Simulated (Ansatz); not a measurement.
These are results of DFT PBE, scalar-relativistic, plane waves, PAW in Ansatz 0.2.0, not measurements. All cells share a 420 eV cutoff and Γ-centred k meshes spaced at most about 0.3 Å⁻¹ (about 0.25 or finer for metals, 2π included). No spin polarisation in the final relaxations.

Temperature and zero-point effects are left out.

Two forms of P were relaxed alike.

A.

```xyz
4
Lattice="-2.4124 2.4124 3.4906 2.4124 -2.4124 3.4906 2.4124 2.4124 -3.4906" Properties=species:S:1:pos:R:3 pbc="T T T"
P     2.4124    1.2062    0.8726
P     0.0000    1.2062    4.3632
P     1.2062    2.4124   -0.8726
P     1.2062    0.0000    2.6179
```

B.

```xyz
3
Lattice="-2.0509 2.4365 2.6088 2.0509 -2.4365 2.6088 2.0509 2.4365 -2.6088" Properties=species:S:1:pos:R:3 pbc="T T T"
P     0.0000    0.0000    0.0000
P     0.0000    1.0753    2.6088
P     2.0509    1.3612    0.0000
```

Problem. Which form is favoured at zero pressure, and by what margin per atom?

Solution. A is lower, by 115 meV/atom. A has space group I4_1/amd (No. 141), 20.3 Å³/atom and no gap on its mesh; B has space group Immm (No. 71), 17.4 Å³/atom and no gap. Counting all near atoms (those within 1.25 times the shortest such distance or 1.15 times the sum of covalent radii, 1.27 where that leaves under three; a plus sign parts nearer from farther groups; a slash parts the counts of unlike sites), A has P 6 and B has P 1+2/4+4. In A, around P lie 6 P at 2.41–2.44 Å. In B, P on a site of symmetry mmm has 4 P at 2.46 Å and 4 P at 2.82 Å; P on a site of symmetry m2m is surrounded by 1 P at 2.15 Å, 2 P at 2.46 Å and 3 P at 2.72–2.82 Å. Both come from invented guesses. The part of the Crystallography Open Database at hand lists P in space groups No. 2, 13, 64, 123; no cell shown has one of them.

Weakly bound directions are ill-defined at this level, which has no dispersion term (Immm), and this can change margins and order among such cells. Cells relaxed within their symmetry can be saddle points.
